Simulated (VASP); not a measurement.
The system is Ag.

```xyz
1
Lattice="2.2856 1.3196 0.9682 -2.2856 1.3196 0.9682 0.0000 -2.6391 0.9682" Properties=species:S:1:pos:R:3 pbc="T T T"
Ag    0.0000    0.0000    1.4523
```

The cell was built by a generator and needn't be a form met in nature.

```yaml
Program: VASP 6.6.1
Task: relaxation of cell and atoms
Functional: r2SCAN
Potentials_or_basis: VASP PAW PBE potentials, release 64 (Ag)
Cutoff: 600 eV
k_mesh: 9 × 9 × 9
Occupations: gaussian, width 0.1 eV
Spin: no spin polarisation
```

At the start: pressure -0.2 GPa; volume 17.52 Å³/atom.

Question: Where does the relaxation end?

Answer: Over 3 steps the energy falls by 5.2 meV/atom and the volume is 17.42 Å³/atom (-0.6 %); space group Im-3m (No. 229, to 0.05 Å).

The path:
| step | energy change (eV) | largest force (eV/Å) | pressure (GPa) | volume (Å³) |
| --- | --- | --- | --- | --- |
| 1 | 0.0000 | 0.0000 | -0.21 | 17.52 |
| 2 | -0.0044 | 0.0000 | -0.01 | 17.46 |
| 3 | -0.0052 | 0.0000 | 0.20 | 17.42 |

Final structure:
```
Ag
1.0
     2.30757    1.33228    0.94446
    -2.30757    1.33228    0.94446
     0.00000   -2.66455    0.94446
Ag
1
Direct
  0.50000 0.50000 0.50000
```

Caveat: the PAW data sets were made with another functional, which shifts forces and pressure a little.
